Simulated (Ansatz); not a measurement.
BaF₂ (fluorite), relaxed with r²SCAN (Ansatz, a program for electronic structure, plane waves, PAW): a = 6.1951 Å, b = 6.1951 Å, c = 6.1951 Å, α = 90.00°, β = 90.00°, γ = 90.00°.

| Quantity | Result |
|---|---|
| gap (eV) | 7.41 |
| B₀ by P(V) fit (GPa) | 61.0 |

### Question
The same phase is relaxed and computed with HSE06 in the same code. What are the cell and these values now?

### Answer
a = 6.2071 Å, b = 6.2071 Å, c = 6.2071 Å, α = 90.00°, β = 90.00°, γ = 90.00°.

- gap (eV): 8.74
- B₀ by P(V) fit (GPa): 57.5

All cells were relaxed under the symmetry of their starts (and spin orders); stability against distortions was not tested throughout. Spin–orbit coupling is left out wherever it is not named.

Potentials: the earlier of the program's two PAW sets. The files were generated under PBE; for other functionals the program regenerates the frozen cores, and for LDA and PBEsol the local potential too.

Ansatz is a plane-wave DFT program.
